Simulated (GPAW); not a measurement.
Crystal: Hf.

```
CELL_PARAMETERS angstrom
3.19670 0.00000 0.00000
-1.59835 2.76842 0.00000
0.00000 0.00000 5.05780
ATOMIC_POSITIONS crystal
Hf 0.66667 0.33333 0.75000
Hf 0.33333 0.66667 0.25000
```

Base run:

| Item | Value |
| --- | --- |
| Program | GPAW 26.7.0 |
| Functional | BLYP |
| Potentials or basis | PAW data sets generated in the run's folder for this functional |
| Cutoff | 600 eV |
| Basis | pw |
| k mesh | 10 × 10 × 5 |
| Occupations | fermi-dirac, width 0.05 eV |
| Spin | no spin polarisation |

Its results: pressure 3.5 GPa.

Question: After a change of settings the same cell gave: pressure -3.5 GPa. Which change was it?
A. functional from BLYP to RPBE; potentials or basis from PAW data sets generated in the run's folder for this functional to the program's PAW data sets (release 1.2.1) made for this functional
B. functional from BLYP to PBEsol
C. functional from BLYP to revPBE; potentials or basis from PAW data sets generated in the run's folder for this functional to the program's PAW data sets (release 1.2.1) made for this functional
D. functional from BLYP to LDA; potentials or basis from PAW data sets generated in the run's folder for this functional to the program's PAW data sets (release 1.2.1) made for this functional

Answer: B.

PBEsol binds more tightly than BLYP, so the same cell stands under less pressure.
